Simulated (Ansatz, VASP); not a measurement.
## Sr in VASP and in Ansatz

```
Sr
1.0
     4.35011    0.00000    0.00000
    -2.17505    3.76730    0.00000
     0.00000    0.00000   15.19720
Sr
4
Direct
  0.00000 0.00000 0.00285
  0.33333 0.66667 0.26588
  0.00000 0.00000 0.48824
  0.66667 0.33333 0.74303
```

Alike in both runs: task single point; functional PBEsol; k mesh 12 × 12 × 4; occupations gaussian, width 0.1 eV; no spin polarisation.

|  | VASP | Ansatz |
| --- | --- | --- |
| version | VASP 6.6.1 | Ansatz 0.2.0 |
| potentials or method | VASP PAW PBE potentials, release 64 (Sr_sv) | scalar-relativistic, plane waves, PAW |
| plane-wave cutoff (eV) | 520 | 420 |
| valence electrons in the cell | 40 | 40 |

Ansatz gave:

| Property | Result |
| --- | --- |
| gap on the k mesh at the Fermi level (eV) | none |
| pressure (GPa) | -1.5 |
| largest component of the traceless stress (GPa) | 0.54 |
| rms of the force components (eV/Å) | 0.106 |

Q: What did VASP give for the same quantities?

A: gap on the k mesh at the Fermi level (eV): none; pressure (GPa): -1.5; largest component of the traceless stress (GPa): 0.54; rms of the force components (eV/Å): 0.107.

Atom by atom the forces differ by 0.001 eV/Å (rms over components). A gap of «none» marks a metal or a gap that the smearing closes.

Caveats: the PAW data sets were made with another functional, which shifts forces and pressure a little (VASP).
